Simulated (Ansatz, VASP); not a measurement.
## Sb2Pt: VASP beside Ansatz

```
CELL_PARAMETERS angstrom
6.50619 0.00000 0.00000
0.00000 6.50619 0.00000
0.00000 0.00000 6.50619
ATOMIC_POSITIONS crystal
Pt 0.00000 0.00000 0.00000
Pt 0.50000 0.00000 0.50000
Pt 0.50000 0.50000 0.00000
Pt 0.00000 0.50000 0.50000
Sb 0.37562 0.37562 0.37562
Sb 0.12438 0.62438 0.87562
Sb 0.87562 0.12438 0.62438
Sb 0.62438 0.87562 0.12438
Sb 0.62438 0.62438 0.62438
Sb 0.87562 0.37562 0.12438
Sb 0.12438 0.87562 0.37562
Sb 0.37562 0.12438 0.87562
```

Alike in both runs: functional r2SCAN; k mesh 4 × 4 × 4; occupations methfessel-paxton of order 1, width 0.0583 eV; no spin polarisation.

Ansatz relaxed the structure, and its values are those at the end. VASP's run is a single point on that final structure, the one shown.

|  | VASP | Ansatz |
| --- | --- | --- |
| version | VASP 6.6.1 | Ansatz 0.2.0 |
| potentials or method | VASP PAW PBE potentials, release 64 (Pt, Sb) | PAW plane waves |
| plane-wave cutoff (eV) | 520 | 500 |
| valence electrons in the cell | 80 | 192 |

VASP gave:

```
pressure (GPa)                     : -0.1
rms of the force components (eV/Å) : 0.018
```

What did Ansatz give for the same quantities?

Pressure (GPa): 0.0; rms of the force components (eV/Å): 0.004.

The two sets of potentials don't hold the same shells in valence.

Caveats: the PAW data sets were made with another functional, which shifts forces and pressure a little (VASP). Spin-orbit coupling is left out, which matters for the levels of Pt, Sb.
